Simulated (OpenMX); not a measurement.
## WC (Qusongite) under changes of volume

One of the cells (10.376 Å³/atom); the others are scaled copies at fixed shape and fractional positions:

```xyz
2
Lattice="2.9065 0.0000 0.0000 -1.4532 2.5171 0.0000 0.0000 0.0000 2.8366" Properties=species:S:1:pos:R:3 pbc="T T T"
W     0.0000    0.0000    0.0000
C     1.4533    0.8390    1.4183
```

| Item | Value |
| --- | --- |
| Program | OpenMX 3.8.5 |
| Functional | LDA |
| Potentials or basis | OpenMX 2013 LDA set, W7.0-s3p2d2f1, C6.0-s2p2d1, fixed grid of 30 × 30 × 35 points |
| k mesh | 11 × 11 × 9 |
| Occupations | fermi-dirac, width 0.05 eV |
| Spin | no spin polarisation |

```csv
volume (Å³/atom),energy over the lowest point (meV/atom),largest force (eV/Å)
9.754,22.43,0.043
9.961,?,?
10.169,0.00,0.042
10.376,5.80,0.042
10.584,21.51,0.041
10.791,46.05,0.041
10.999,78.56,0.040
```

Question: What does the run at 9.961 Å³/atom give?

Answer: Energy over the lowest point 5.11 meV/atom; largest force 0.043 eV/Å.

Worked out: A Birch-Murnaghan fit of order 3 (a polynomial in V^(-2/3)) to the other rows has its minimum at 10.16 Å³/atom with B0 = V·E''(V) = 416 GPa and B' = 4.3 at fixed shape and positions, which overstates the stiffness. It gives 5.13 meV/atom at 9.961 Å³/atom, against the run's 5.11.

Energies are extrapolated to zero smearing.

Caveats: the basis of atomic orbitals isn't converged, which shifts pressures, moduli and gaps.
